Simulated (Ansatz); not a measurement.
# 1T-IrSTe bilayer (like faces together) in a perpendicular field, part 2 of 3

Wanted: the out-of-plane response of the 1T-IrSTe bilayer (like faces together). A positive field points along +c.

Ansatz 0.2.0; plane-wave DFT, PBE-D3(BJ), Ansatz PAW (the session's first sound run).

So far. Step 2 (Relaxing the slab): The lattice constant a goes from 3.581 to 3.494 Å.

## (3) Single point, field 0

A sawtooth potential applies the field, turning back in the middle of the vacuum. With the dipole correction the typed value is the field outside the slab. The induced dipole is small, so the SCF threshold is tight.

The cell differs from the one that the last finished run ended in (c 48.163 → 26.732 Å).

Contents of input.yaml:

```yaml
crystal:
  lattice:
    - [3.4943478908, 0.0, 0.0]
    - [-1.7471739454, 3.0261940431, 0.0]
    - [0.0, 0.0, 26.7318142086]
  atoms:
    - { symbol: Te, position: [0.6666666667, 0.3333333333, 0.3366774859] }
    - { symbol: Ir, position: [0.0, 0.0, 0.407829369] }
    - { symbol: S, position: [0.3333333333, 0.6666666667, 0.4497661949] }
    - { symbol: Te, position: [0.0, 0.0, 0.6633225141] }
    - { symbol: Ir, position: [0.3333333333, 0.6666666667, 0.5926052286] }
    - { symbol: S, position: [0.6666666667, 0.3333333333, 0.5503796278] }
kpoints:
  mp_grid: { grid: [18, 18, 1] }
  band_path:
    path: [[0, 0, 0], [0.5, 0, 0], [0.33333333, 0.33333333, 0], [0, 0, 0]]
    npoints: 16
hamiltonian:
  xc: pbe
  dispersion: d3bj
scf:
  occupations: { method: fermi_dirac, width: 0.05 }
  convergence: { dr2_threshold: 1.0e-10 }
efield:
  axis: 3
  dipole_correction: true
  ramp_position: 0.97
  ramp_width: 0.06
  amplitude: 0
output:
  dos: { projected: true, e_range: [-6, 5] }
  bader: true
  write_potential: true
  write_density: true
  volumetric_format: npy
  elf: true
```

Run with:

```console
ansatz run input.yaml --threads 4 --pin off --max-ram 6144MiB --backend cpu --events-out ev --progress --plain --runs-dir out
```

Numbers of over 12 decimals in the logs are rounded to 6 here.

The log of the run:

```text
[...]
Crystal: 6 atoms, lattice volume = 282.678 Å³
Basis set: ecut = 420 eV, 5495 PW (Γ)
Bands: 47, of which v1, the nominal top of the filled ones, is band 39 counted from 1 (38 counted from 0)
Symmetry: 6 space group operations
[...]
k-points: 37 of 324 (time reversal used)
[...]
SCF iter   1: F=—  HF=-39637.921478 eV  |F-HF|=—  |Δ(HF+E_count)|=         —  Δρ=4.23e-3  dr2=4.23e-1  ethr=1.77e-3  p=-0.002 e·Å  D=-1.16e-3 V/Å  ΔV_dip=0.03 eV  dr2_dipole=5.14e-3  V_vac-E_F(+/−)=4.01/3.98 eV  ⟨swp⟩=9.2  Hψ=7871  notcnv=0  defer=21
efield: sawtooth ramp at fractional position 0.9700 (set: `efield.ramp_position`, or a place that a band, a saddle search or an elastic batch's reference lends), width 0.0600; the density the first Hamiltonian is built on has a dipole p = -0.002 e·Å; the dipole correction subtracts the counter field D = -1.16e-3 V/Å, which shifts the + side's vacuum level by +0.03 eV against the − side's; the planar-averaged density in the ramp window peaks in size at 1.5e-5 e/Å³
[...]
SCF iter   2: F=—  HF=-39637.910283 eV  |F-HF|=—  |Δ(HF+E_count)|=   1.12e-2  Δρ=2.87e-3  dr2=5.69e-2  ethr=5.42e-4  p=-0.001 e·Å  D=-3.74e-4 V/Å  ΔV_dip=0.01 eV  dr2_dipole=3.28e-7  V_vac-E_F(+/−)=4.52/4.51 eV  ⟨swp⟩=3.3  Hψ=2819  notcnv=0  defer=74
[...]
SCF iter  10: F=-39637.898519 eV  HF=-39637.898519 eV  |F-HF|=1.38e-10  |Δ(HF+E_count)|=  2.18e-11  Δρ=1.30e-7  dr2=9.79e-11  ethr=1.00e-12  p=-0.000 e·Å  D=-2.00e-4 V/Å  ΔV_dip=0.01 eV  dr2_dipole=3.73e-11  V_vac-E_F(+/−)=4.34/4.34 eV  ⟨swp⟩=12.9  Hψ=6955  notcnv=0
SCF 1 converged in 10 iterations: F = -39637.898519 eV  dr2 = 9.79e-11
[...]
NSCF: frozen V_eff on 49 k-points
efield: sawtooth ramp at fractional position 0.9700 (kept from the solve that this one continues, or follows in the run), width 0.0600; the density the first Hamiltonian is built on has a dipole p = -0.000 e·Å; the dipole correction subtracts the counter field D = -2.00e-4 V/Å, which shifts the + side's vacuum level by +0.01 eV against the − side's; the planar-averaged density in the ramp window peaks in size at 4.8e-6 e/Å³
[...]
SCF converged after 10 iterations
Free energy (F): -39637.898519 eV
[...]
Internal energy: -39637.874089 eV  (E = F + TS)
E sigma→0 (E₀):  -39637.886304 eV
Entropy (-TS):   -0.024430 eV (-4.072 meV/atom)
Fermi energy:    3.310075 eV
Dipole field:    D = -0.000194 V/Å  (p = -0.000302 e·Å, saw-weighted, corrected)
Work function:   Φ+ = 4.3412 eV   Φ− = 4.3360 eV
Levels:          The Fermi level and band energies are counted from a zero that moves with the ramp; work functions are not
[...]
--- Band table (eV; the first three rows and the last of 37) ---
  k-point 0: bands = [... 35 lower, 3.6414, 3.8110, 3.8110, 3.9773, 3.9773, 6.4267, 6.4267, 6.5972, ... 4 higher]
  k-point 1: bands = [... 35 lower, 3.1255, 3.8161, 3.8754, 3.9829, 4.1894, 6.1050, 6.2883, 6.3353, ... 4 higher]
  k-point 2: bands = [... 35 lower, 2.5215, 3.6816, 3.8096, 3.9782, 4.3242, 5.5340, 5.6799, 6.1215, ... 4 higher]
  k-point 36: bands = [... 35 lower, 1.6082, 2.0648, 2.1002, 2.4765, 2.4997, 4.0953, 4.1332, 5.7143, ... 4 higher]
--- Bader charges: 6 sites ---
  site symbol  charge [e]  shift [e]
     0     Te      0.0372     0.0000
     1     Ir      0.1771     0.0080
     2      S     -0.2126     0.0080
     3     Te      0.0405     0.0000
     4     Ir      0.1790     0.0080
     5      S     -0.2212     0.0080
  estimated error of the sums over rays = 6.1e-4 e
```

The job ended after 25 s (4 threads of Intel Xeon Platinum 8488C (Sapphire Rapids), shared host; peak memory 1.1 GiB).

Numbers from this step:

```yaml
energy_at_zero_smearing: -39637.8863 eV
work_function_upper_face: 4.341 eV
dipole_along_the_normal: -3.02e-4 e·Å
```

Running mean over a fixed 2.5 Å (it still follows the layers) of the planar mean; the ramp of the sawtooth is left out. Table of electron's electrostatic potential energy less the Fermi level by z:

z (Å), electron's electrostatic potential energy less the Fermi level (eV) and a bar from the least value:
```
      3.5       4.34 ##############################
      4.0       4.34 ##############################
      4.5       4.33 ##############################
      5.0       4.33 ##############################
      5.5       4.32 ##############################
      6.0       4.26 ##############################
      6.5       4.04 #############################
      7.0       3.13 ###########################
      7.5       1.64 ########################
      8.0       0.62 ######################
      8.5      -0.98 ###################
      9.0      -2.54 ###############
      9.5      -4.62 ###########
     10.0      -6.75 ######
     10.5      -8.92 ##
     11.0      -9.70 
     11.5      -9.39 #
     12.0      -6.86 ######
     12.5      -3.38 ##############
     13.0      -1.05 ###################
     13.5      -0.68 ###################
     14.0      -2.00 ################
     14.5      -5.16 ##########
     15.0      -8.45 ###
     15.5      -9.73 
     16.0      -9.45 #
     16.5      -7.88 ####
     17.0      -5.65 #########
     17.5      -3.51 #############
     18.0      -1.71 #################
     18.5      -0.06 #####################
     19.0       1.17 #######################
     19.5       2.40 ##########################
     20.0       3.76 #############################
     20.5       4.20 ##############################
     21.0       4.31 ##############################
     21.5       4.33 ##############################
     22.0       4.34 ##############################
     22.5       4.34 ##############################
     23.0       4.34 ##############################
     23.5       4.34 ##############################
```

The density of states has structure finer than the step of the table below, so its rows give means over 0.2 eV, whole bins alone (the curve runs from -6 to 1.99 eV). Peaks (eV: height): -5.42: 12.8, -5.28: 13.7, -5.12: 12.7, -4.29: 20.7, -2.72: 15.5, -1.73: 16.5, -1.42: 12.0.

Table of density of states by energy, zero at the Fermi level; means over each step:

| energy (eV) | density of states (states/eV a cell) |
| --- | --- |
| -5.8 | 3.67 |
| -5.6 | 7.07 |
| -5.4 | 10.8 |
| -5.2 | 11.0 |
| -5.0 | 4.32 |
| -4.8 | 4.64 |
| -4.6 | 2.62 |
| -4.4 | 5.79 |
| -4.2 | 4.07 |
| -4.0 | 0.935 |
| -3.8 | 2.31 |
| -3.6 | 2.94 |
| -3.4 | 5.10 |
| -3.2 | 8.77 |
| -3.0 | 5.73 |
| -2.8 | 8.03 |
| -2.6 | 8.03 |
| -2.4 | 1.38 |
| -2.2 | 0.937 |
| -2.0 | 3.01 |
| -1.8 | 9.81 |
| -1.6 | 3.50 |
| -1.4 | 8.24 |
| -1.2 | 4.56 |
| -1.0 | 3.62 |
| -0.8 | 4.29 |
| -0.6 | 5.78 |
| -0.4 | 4.12 |
| -0.2 | 2.81 |
| 0.0 | 2.46 |
| 0.2 | 2.39 |
| 0.4 | 2.69 |
| 0.6 | 2.84 |
| 0.8 | 2.05 |
| 1.0 | 2.66 |
| 1.2 | 2.15 |
| 1.4 | 4.48 |
| 1.6 | 5.22 |
| 1.8 | 2.02 |

Projected DOS per atom over height of the atomic layer and energy from the Fermi level. Layers: Te Ir S S Ir Te from below.

Ten even steps from '_' (0.11 states/eV) to '@' (2.43 states/eV), each cell a mean:
```
__::....::..
..==::::--..
__........__
..______..__
..__......::
....____....
::--....::::
::==....++::
..==____++..
..%%....%%..
..@@..::@@..
____________
--++....**==
==##....**==
**##....**++
..::__..::..
____________
::==::::--::
..::::..--..
--**++++**::
--%%####%%--
..::::::::..
```
Columns: height of the atomic layer (Å) from 9 to 17.7 (not evenly spaced); rows upwards: energy from the Fermi level (eV) from -5.96 to 1.96.

The electronic bands at the labelled points (eV, zero at the Fermi level):

| point | band 37 | band 38 | band 39 | band 40 | band 41 | band 42 | band 43 | band 44 |
| --- | --- | --- | --- | --- | --- | --- | --- | --- |
| Γ | 0.50 | 0.50 | 0.67 | 0.67 | 3.12 | 3.12 | 3.29 | 3.29 |
| halfway | -0.41 | -0.28 | 0.12 | 0.30 | 1.37 | 2.02 | 2.38 | 2.63 |
| M | -1.28 | -1.25 | -1.23 | -1.11 | 1.68 | 1.77 | 2.26 | 2.49 |
| halfway | -1.49 | -1.45 | -0.59 | -0.49 | 1.06 | 1.11 | 2.18 | 2.21 |
| K | -1.25 | -1.21 | -0.83 | -0.81 | 0.79 | 0.82 | 2.40 | 2.57 |
| halfway | -0.95 | -0.87 | 0.19 | 0.41 | 1.38 | 1.51 | 1.85 | 2.20 |
| Γ | 0.50 | 0.50 | 0.67 | 0.67 | 3.12 | 3.12 | 3.29 | 3.29 |

ELF in the ca plane at fractional y = 0.000, with atoms of Ir and Te within 0.2 Å of it. It is the smooth field of the valence electrons, not physical close to the nuclei.

Ten even steps from '0' (0.00) to '9' (0.74), each cell a mean:
```
00000000000000000011234787864310000000125640
00000000000000001344543478644310001222224664
00000000000000125777765334456631025664333576
00000000000000247987666323578862158985443345
00000000000000258987666322578862159996444333
00000000000000146887666333477751047875433466
00000000000000013566664356445420013443324666
00000000000000000123334688753310000111125652
00000000000000000001235875884310000000125530
```
Columns run along c (16.0 Å, from fractional 0.07 to 0.67 of the cell), rows up along a (3.5 Å). Atoms in or near the plane, at fractional coordinates: Ir at (0.41, 0.00), Te at (0.66, 0.00).

Electrostatic potential energy in the ca plane at fractional y = 0.000, with atoms of Ir and Te within 0.2 Å of it. With pseudopotentials it is smooth inside the atoms' cores, unlike the true potential.

Values in eV, 5 rows by 16 columns, each cell a mean:
```
  4 -20 -33   1   8   7   6   3  -6  -4   3   7   8   8   8   8
 -2   0  -4   3   7   5   1   0  -2  -3   6   8   8   8   8   8
 -9   3   3   0   6   3  -3  -4   4   5   7   8   8   8   8   8
  1  -4 -12   3   7   6   3   2  -6  -7   5   8   8   8   8   8
  5 -23 -36  -1   8   7   6   3  -4  -1   2   7   8   8   8   8
```
Columns run along c (16.0 Å, from fractional 0.33 to 0.93 of the cell; values clipped at the 3rd and 97th percentile), rows up along a (3.5 Å). Atoms in or near the plane, at fractional coordinates: Ir at (0.41, 0.00), Te at (0.66, 0.00).

Valence density in the ca plane at fractional y = 0.000, with atoms of Ir and Te within 0.2 Å of it. It is the smooth field of the valence electrons, not physical close to the nuclei.

Values in units of 1e0 e/Å³, 5 rows by 16 columns, each cell a mean:
```
0.2 2.3 4.9 0.4 0.0 0.0 0.1 0.2 3.1 4.3 0.2 0.0 0.0 0.0 0.0 0.0
0.3 0.4 0.6 0.3 0.1 0.2 0.4 0.4 0.4 0.4 0.1 0.0 0.0 0.0 0.0 0.0
0.5 0.2 0.3 0.4 0.1 0.3 0.7 0.6 0.2 0.1 0.0 0.0 0.0 0.0 0.0 0.0
0.3 0.6 1.2 0.3 0.1 0.1 0.3 0.3 0.6 0.7 0.1 0.0 0.0 0.0 0.0 0.0
0.2 3.1 6.4 0.5 0.0 0.0 0.1 0.2 4.6 6.4 0.2 0.0 0.0 0.0 0.0 0.0
```
Columns run along c (16.0 Å, from fractional 0.33 to 0.93 of the cell), rows up along a (3.5 Å). Atoms in or near the plane, at fractional coordinates: Ir at (0.41, 0.00), Te at (0.66, 0.00).

The work function of the upper face is 4.34 eV.

## (4) Single point, field 0.1 V/Å

Edit input.yaml of step 3 so:

```diff
@@ -28,6 +28,4 @@
   ramp_width: 0.06
-  amplitude: 0
+  amplitude: 0.1
 output:
-  dos: { projected: true, e_range: [-6, 5] }
-  bader: true
   write_potential: true
@@ -35,2 +33 @@
   volumetric_format: npy
-  elf: true
```

The log of the run:

```text
[...]
Crystal: 6 atoms, lattice volume = 282.678 Å³
Basis set: ecut = 420 eV, 5495 PW (Γ)
Bands: 47, of which v1, the nominal top of the filled ones, is band 39 counted from 1 (38 counted from 0)
Symmetry: 6 space group operations
[...]
k-points: 37 of 324 (time reversal used)
[...]
k-point 0: bands = [... 35 lower, 3.6408, 3.8110, 3.8110, 3.9763, 3.9763, 6.4261, 6.4261, 6.5892, ... 4 higher]
  k-point 1: bands = [... 35 lower, 3.1249, 3.8162, 3.8751, 3.9819, 4.1887, 6.1043, 6.2878, 6.3347, ... 4 higher]
  k-point 2: bands = [... 35 lower, 2.5204, 3.6813, 3.8095, 3.9772, 4.3237, 5.5340, 5.6788, 6.1210, ... 4 higher]
  k-point 36: bands = [... 35 lower, 1.6100, 2.0589, 2.1052, 2.4806, 2.4948, 4.0984, 4.1292, 5.7202, ... 4 higher]
[key lines of the parts left out:]
SCF converged after 12 iterations
Free energy (F): -39637.901845 eV
Fermi energy:    3.309388 eV
Dipole field:    D = 0.042791 V/Å  (p = 0.066847 e·Å, saw-weighted, corrected)
```

Elapsed: 15 s, on 4 threads; peak memory 1 GiB; 57 s of CPU time.

The dipole is 0.0668 e·Å.

## (5) Single point, field -0.1 V/Å

Edit input.yaml of step 4 so:

```diff
@@ -28,3 +28,3 @@
   ramp_width: 0.06
-  amplitude: 0.1
+  amplitude: -0.1
 output:
```

The log of the run:

```text
[...]
Crystal: 6 atoms, lattice volume = 282.678 Å³
Basis set: ecut = 420 eV, 5495 PW (Γ)
Bands: 47, of which v1, the nominal top of the filled ones, is band 39 counted from 1 (38 counted from 0)
Symmetry: 6 space group operations
[...]
k-points: 37 of 324 (time reversal used)
[...]
k-point 0: bands = [... 35 lower, 3.6409, 3.8099, 3.8099, 3.9775, 3.9775, 6.4262, 6.4262, 6.5967, ... 4 higher]
  k-point 1: bands = [... 35 lower, 3.1252, 3.8151, 3.8747, 3.9830, 4.1892, 6.1042, 6.2880, 6.3348, ... 4 higher]
  k-point 2: bands = [... 35 lower, 2.5218, 3.6810, 3.8086, 3.9783, 4.3239, 5.5326, 5.6802, 6.1210, ... 4 higher]
  k-point 36: bands = [... 35 lower, 1.6055, 2.0697, 2.0943, 2.4715, 2.5038, 4.0912, 4.1364, 5.7075, ... 4 higher]
[key lines of the parts left out:]
SCF converged after 12 iterations
Free energy (F): -39637.901908 eV
Fermi energy:    3.309927 eV
Dipole field:    D = -0.043192 V/Å  (p = -0.067474 e·Å, saw-weighted, corrected)
```

Run time: 14 s. Hardware: 4 threads; peak memory 1 GiB; 56 s of CPU time.

The dipole is -0.0675 e·Å.

## (6) Atoms held, field 0.2 V/Å

Edit input.yaml of step 5 so:

```diff
@@ -28,3 +28,3 @@
   ramp_width: 0.06
-  amplitude: -0.1
+  amplitude: 0.2
 output:
```

The log of the run:

```text
[...]
Crystal: 6 atoms, lattice volume = 282.678 Å³
Basis set: ecut = 420 eV, 5495 PW (Γ)
Bands: 47, of which v1, the nominal top of the filled ones, is band 39 counted from 1 (38 counted from 0)
Symmetry: 6 space group operations
[...]
k-points: 37 of 324 (time reversal used)
[...]
k-point 0: bands = [... 35 lower, 3.6393, 3.8100, 3.8100, 3.9746, 3.9746, 6.4028, 6.4244, 6.4244, ... 4 higher]
  k-point 1: bands = [... 35 lower, 3.1233, 3.8152, 3.8739, 3.9801, 4.1871, 6.1020, 6.2861, 6.3331, ... 4 higher]
  k-point 2: bands = [... 35 lower, 2.5185, 3.6800, 3.8085, 3.9755, 4.3222, 5.5326, 5.6767, 6.1195, ... 4 higher]
  k-point 36: bands = [... 35 lower, 1.6108, 2.0522, 2.1094, 2.4837, 2.4890, 4.1006, 4.1243, 5.7251, ... 4 higher]
[key lines of the parts left out:]
SCF converged after 12 iterations
Free energy (F): -39637.911889 eV
Fermi energy:    3.307867 eV
Dipole field:    D = 0.085793 V/Å  (p = 0.134024 e·Å, saw-weighted, corrected)
```

Run time: 15 s. Hardware: 4 threads; peak memory 1 GiB.

The dipole is 0.134 e·Å.

## (7) Single point, field -0.2 V/Å

Edit input.yaml of step 6 so:

```diff
@@ -28,3 +28,3 @@
   ramp_width: 0.06
-  amplitude: 0.2
+  amplitude: -0.2
 output:
```

The log of the run:

```text
[...]
Crystal: 6 atoms, lattice volume = 282.678 Å³
Basis set: ecut = 420 eV, 5495 PW (Γ)
Bands: 47, of which v1, the nominal top of the filled ones, is band 39 counted from 1 (38 counted from 0)
Symmetry: 6 space group operations
[...]
k-points: 37 of 324 (time reversal used)
[...]
k-point 0: bands = [... 35 lower, 3.6395, 3.8079, 3.8079, 3.9769, 3.9769, 6.4135, 6.4247, 6.4247, ... 4 higher]
  k-point 1: bands = [... 35 lower, 3.1239, 3.8131, 3.8731, 3.9824, 4.1880, 6.1017, 6.2870, 6.3333, ... 4 higher]
  k-point 2: bands = [... 35 lower, 2.5213, 3.6795, 3.8066, 3.9776, 4.3226, 5.5295, 5.6797, 6.1195, ... 4 higher]
  k-point 36: bands = [... 35 lower, 1.6019, 2.0738, 2.0875, 2.4657, 2.5070, 4.0863, 4.1386, 5.6997, ... 4 higher]
[key lines of the parts left out:]
SCF converged after 12 iterations
Free energy (F): -39637.912013 eV
Fermi energy:    3.308948 eV
Dipole field:    D = -0.086189 V/Å  (p = -0.134642 e·Å, saw-weighted, corrected)
```

Run time: 15 s. Hardware: 4 threads; peak memory 1 GiB.

The dipole is -0.135 e·Å.

## (8) Atoms held, field 0.35 V/Å

Edit input.yaml of step 7 so:

```diff
@@ -28,4 +28,6 @@
   ramp_width: 0.06
-  amplitude: -0.2
+  amplitude: 0.35
 output:
+  dos: { projected: true, e_range: [-6, 5] }
+  bader: true
   write_potential: true
@@ -33 +35,2 @@
   volumetric_format: npy
+  elf: true
```

The log of the run:

```text
[...]
Crystal: 6 atoms, lattice volume = 282.678 Å³
Basis set: ecut = 420 eV, 5495 PW (Γ)
Bands: 47, of which v1, the nominal top of the filled ones, is band 39 counted from 1 (38 counted from 0)
Symmetry: 6 space group operations
[...]
k-points: 37 of 324 (time reversal used)
[...]
k-point 36: bands = [... 35 lower, 1.6103, 2.0405, 2.1138, 2.4786, 2.4868, 4.1021, 4.1152, 5.7306, ... 4 higher]
--- Bader charges: 6 sites ---
  site symbol  charge [e]  shift [e]
     0     Te      0.0151     0.0000
     1     Ir      0.1784     0.0080
     2      S     -0.2119     0.0080
     3     Te      0.0629     0.0000
     4     Ir      0.1775     0.0080
     5      S     -0.2219     0.0080
  estimated error of the sums over rays = 5.9e-4 e
[key lines of the parts left out:]
SCF converged after 12 iterations
Free energy (F): -39637.939554 eV
Fermi energy:    3.303982 eV
Dipole field:    D = 0.150336 V/Å  (p = 0.234850 e·Å, saw-weighted, corrected)
```

It took 26 s on 4 threads; peak memory 1.1 GiB; 1.7 min of CPU time.

The dipole is 0.235 e·Å.

(Part 2 of 3 ends here.)

[Logs are printed without paths, hosts, clocks, repeated set-up lines and the standing remarks that a program may print on its own settings, such as how far it seeks lower states.]

[Hosts, paths, dates, database ids (printed as entryN), source tags and the programs' standing remarks are cut or masked in the printed files.]

[Maps of the electrostatic potential energy from Ansatz leave out the sawtooth potential of an applied field or a dipole correction, so their vacuum need not be flat; planar profiles and work functions include it.]

[The density of states shown here was stored with 400 of the rows of the run's finer table, so its peaks can read low, often by over a quarter, or be missed, and its means over a window can be off by a tenth or more.]
